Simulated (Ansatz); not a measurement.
**RbCl**

```
Rb Cl
1.0
     0.00000    3.27400    3.27400
     3.27400    0.00000    3.27400
     3.27400    3.27400    0.00000
Rb Cl
1 1
Direct
  0.00000 0.00000 0.00000
  0.50000 0.50000 0.50000
```

Atom numbers follow the list: Rb1, Cl2.

Conventional cell: a = 6.548 Å, b = 6.548 Å, c = 6.548 Å, α = 90.00°, β = 90.00°, γ = 90.00°. Rb (atom 1) is surrounded by 6 Cl at 3.27 Å. Cl (atom 2) has 6 Rb at 3.27 Å as nearest neighbours.

The cell is COD entry 8103714, as deposited and not checked against the literature; nothing was relaxed. It differs from other determinations.

Methods: DFT, PBEsol, all-electron LAPW, scalar-relativistic (Ansatz 0.2.0); DFT, PBEsol, PAW with Ansatz's default frozen-core files, scalar-relativistic (Ansatz 0.2.0).

For LAPW: a Γ-centred 7×7×7 k mesh, Fermi–Dirac smearing of 0.02 eV, basis error target 1 meV/atom, no spin polarisation. PAW takes a cutoff of 420 eV at this cell (files made with PBE, cores remade for this functional). The Ansatz runs share mesh, smearing and spin set-up. Values come from LAPW unless marked.

| Item | Value |
| --- | --- |
| Pressure at this cell | -0.04 GPa |
| Volume per atom | 35.09 Å³ |

Q: Band gap: what does the calculation give?

A: 4.89 eV, direct at Γ.

Q: Bader charges (from the PAW run): what does the calculation give?

A: Rb1 +0.83, Cl2 -0.83 e.

Q: Predict this quantity. Löwdin charges (with 0.06 e of the cell spilling out of the atomic basis, so their sizes and signs hang on that basis).

A: Rb1 0.77, Cl2 -0.71 e.
